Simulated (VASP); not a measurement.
A run of VASP 6.6.1 is set up as follows.

INCAR

```
SYSTEM = Ti2O
ALGO = Fast
EDIFF = 1E-6
ENCUT = 520
GGA = PS
ISIF = 2
ISMEAR = -1
LASPH = .True.
LCHARG = .False.
LMAXMIX = 4
LREAL = .False.
LWAVE = .False.
NELM = 80
PREC = Accurate
SIGMA = 0.05
```

File KPOINTS:

```
k-points
0
Gamma
  10 10 6
  0 0 0
```

File POSCAR:

```
Ti2O
1.0
    2.9194000000      0.0000000000      0.0000000000
   -1.4597000000      2.5282745638      0.0000000000
    0.0000000000      0.0000000000      4.7130000000
Ti O
2 1
Direct
    0.3333333333      0.6666666667      0.7212600000
    0.6666666667      0.3333333333      0.2787400000
    0.0000000000      0.0000000000      0.0000000000
```

Contents of KPOINTS_OPT:

```
path GMKGALHA,LM,KH
20
line-mode
reciprocal
 0.0000000000  0.0000000000  0.0000000000  G
 0.5000000000  0.0000000000  0.0000000000  M

 0.5000000000  0.0000000000  0.0000000000  M
 0.3333333333  0.3333333333  0.0000000000  K

 0.3333333333  0.3333333333  0.0000000000  K
 0.0000000000  0.0000000000  0.0000000000  G

 0.0000000000  0.0000000000  0.0000000000  G
 0.0000000000  0.0000000000  0.5000000000  A

 0.0000000000  0.0000000000  0.5000000000  A
 0.5000000000  0.0000000000  0.5000000000  L

 0.5000000000  0.0000000000  0.5000000000  L
 0.3333333333  0.3333333333  0.5000000000  H

 0.3333333333  0.3333333333  0.5000000000  H
 0.0000000000  0.0000000000  0.5000000000  A

 0.5000000000  0.0000000000  0.5000000000  L
 0.5000000000  0.0000000000  0.0000000000  M

 0.3333333333  0.3333333333  0.0000000000  K
 0.3333333333  0.3333333333  0.5000000000  H
```

Potentials or basis: VASP PAW PBE potentials, release 64 (Ti_sv, O).

Command:

```console
$ cat potpaw_PBE.64/Ti_sv/POTCAR potpaw_PBE.64/O/POTCAR > POTCAR
$ mpirun -np 1 vasp_std > vasp.out
```

Question: Predict the pressure.

Answer: 4.7 GPa.

Question: What does it give for the largest force?

Answer: 1.282 eV/Å.

Question: What does it give for the band gap along the path?

Answer: None (metal or under the smearing width).

Forces on the atoms (eV/Å):
```
Ti   0.000  0.000  1.282
Ti   0.000  0.000 -1.282
O    0.000  0.000  0.000
```

Caveat: the PAW data sets were made with another functional, which shifts forces and pressure a little; semilocal functionals often make such compounds metallic where correlation or magnetic order opens a gap, which also shifts bond lengths.
